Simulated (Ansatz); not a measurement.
Task: a breakdown of dispersion, smearing and cutoff terms of LiCl, space group Fm-3m, with the Python package of Ansatz (0.2.0). Give the script and its output. Use (first run): PBEsol, PAW, cutoff 380 eV, 6×6×6 k-points, fixed occupations, D3BJATM dispersion.

Input file `licl.vasp`:
```text
LiCl
1.0
   0.00000000    2.56477000    2.56477000
   2.56477000    0.00000000    2.56477000
   2.56477000    2.56477000    0.00000000
Li Cl
1 1
Direct
   0.00000000    0.00000000    0.00000000
   0.50000000    0.50000000    0.50000000
```

The script, `licl_terms.py`:
```python
# -*- coding: utf-8 -*-
import ansatz as az
from ase.io import read

atoms = read('licl.vasp', format='vasp')
crystal = az.Crystal.from_ase(atoms)

calculation = (
    crystal.calculation()
    .kpoints(6, 6, 6)
    .occupations(az.OccupationsMethod.FIXED)
)
with_term = calculation.functional('pbesol', dispersion='d3bjatm').basis(380).cutoff_correction(630).run(threads=1).report
without = calculation.functional('pbesol').basis(380).run(threads=1).report
finer = calculation.functional('pbesol').basis(630).run(threads=1).report
removed = az.free_energy_without(with_term, az.EnergyTerm.DISPERSION)
print(f'dispersion term            {with_term["components"]["e_disp"]:.5f} eV')
print(f'F less dispersion          {removed:.5f} eV, run without it {without["free_energy_ev"]:.5f} eV')
print(f'F less smearing term       {az.free_energy_without(without, az.EnergyTerm.SMEARING):.5f} eV')
print(f'estimated gain to 630 eV   {with_term["cutoff_correction"]["energy_ev"]:.5f} eV, found {finer["free_energy_ev"] - without["free_energy_ev"]:.5f} eV')
```

```console
$ python licl_terms.py
DeckWarning: basis.ecutwfc = 380 eV is below the records' recommended 420 eV, and the density's cutoff is lower with it unless basis.ecutrho_ratio is high enough to keep the records' density cutoff: compare with a run at a higher cutoff
dispersion term            -0.33544 eV
F less dispersion          -1267.47596 eV, run without it -1267.47596 eV
F less smearing term       -1267.47596 eV
estimated gain to 630 eV   -0.00053 eV, found -0.00055 eV
```
(Warnings from the package without file and line.)

Notes:
- Total energies depend on the potentials; only differences at equal settings carry meaning. A total without «per atom» is that of the cell as typed.
- The cutoff lies under the one recommended for these potentials in some of the runs.
- Of the deposited cell: the entry's cell lengths or inner coordinates differ somewhat from later room-temperature determinations.
- The structure is a deposited one; some such entries were measured under pressure or heat, so a shift against it needn't be the functional's error alone.
- Wall time of the script: 2 s on 1 thread of Arm Neoverse V2, with other jobs on the host, peak memory 0.38 GiB.

(A comment or docstring line of the script was reworded after the run, the code is as it ran; lines on the test bed's own set-up are left out of the output.)
